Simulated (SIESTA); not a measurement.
An input for SIESTA 5.4.2 (Nd):

Contents of Nd.fdf:

```
SystemName                      Nd
SystemLabel                     Nd
NumberOfSpecies                 1
NumberOfAtoms                   1
%block ChemicalSpeciesLabel
  1  60 Nd
%endblock ChemicalSpeciesLabel

LatticeConstant                 1.0 Ang
%block LatticeVectors
     0.0000000000     2.6049204508     2.6049204508
     2.6049204508     0.0000000000     2.6049204508
     2.6049204508     2.6049204508     0.0000000000
%endblock LatticeVectors
AtomicCoordinatesFormat         Ang
%block AtomicCoordinatesAndAtomicSpecies
     0.0000000000     0.0000000000     0.0000000000  1
%endblock AtomicCoordinatesAndAtomicSpecies

%block kgrid.MonkhorstPack
    9   0   0  0.0
    0   9   0  0.0
    0   0   9  0.0
%endblock kgrid.MonkhorstPack
%block XC.Mix
  2
  GGA LIBXC-00-GGA_X_B88 1.0 0.0
  GGA LIBXC-00-GGA_C_P86 0.0 1.0
%endblock XC.Mix
PAO.BasisSize                   SZP
PAO.EnergyShift                 0.002 Ry
Mesh.Cutoff                     800 Ry
Spin                            polarized
%block DM.InitSpin
    1   3.000
%endblock DM.InitSpin
Spin.Fix                        true
Spin.Total                      3.00
OccupationFunction              FD
ElectronicTemperature           0.05 eV
MaxSCFIterations                80
SCF.MustConverge                false
SCF.Mixer.Method                Linear
SCF.Mixer.Weight                0.9
SCF.Mixer.History               10
SCF.DM.Tolerance                5.0e-05
SCF.H.Tolerance                 1.0e-03 eV
WriteForces                     true
Charge.Mulliken                 end
```

Potentials or basis: PseudoDojo 0.4 standard NC with 3+ lanthanide files (PBE files), SZP (energy shift 0.002 Ry).

Launch:

```bash
$ siesta < Nd.fdf > Nd.out 2>&1
```

Task: Does this run start?

Result: The run stopped without a result. It printed:

Nd.out:

```text
Version         : 5.4.2

                           ***********************
                           *  WELCOME TO SIESTA  *
                           ***********************

 NOTE: Siesta V5 introduces some new defaults for basis-set generation
 NOTE: which might lead to slightly different numerical results.
 NOTE: Please see the manual for full details and compatibility measures.

[... 284 lines left out ...]
 5p( 6.00) 6p( 0.00)
 5d( 0.00)
 4f( 4.00)
Vna: chval, zval:   14.00000  11.00000
You might have an extra low-lying basis orbital
Total charge in occupied basis states different from valence charge
Stopping Program from Node:    0
Total charge in occupied basis states different from valence charge
Stopping Program from Node:    0

Program received signal SIGABRT: Process abort signal.

Backtrace for this error:
```

Among its messages:

```text
SPLIT: WARNING: Orbital with angular momentum L= 3 not bound in the atom.
xc_check: WARNING: Pseudopotential generated with GGA PBE functional
```
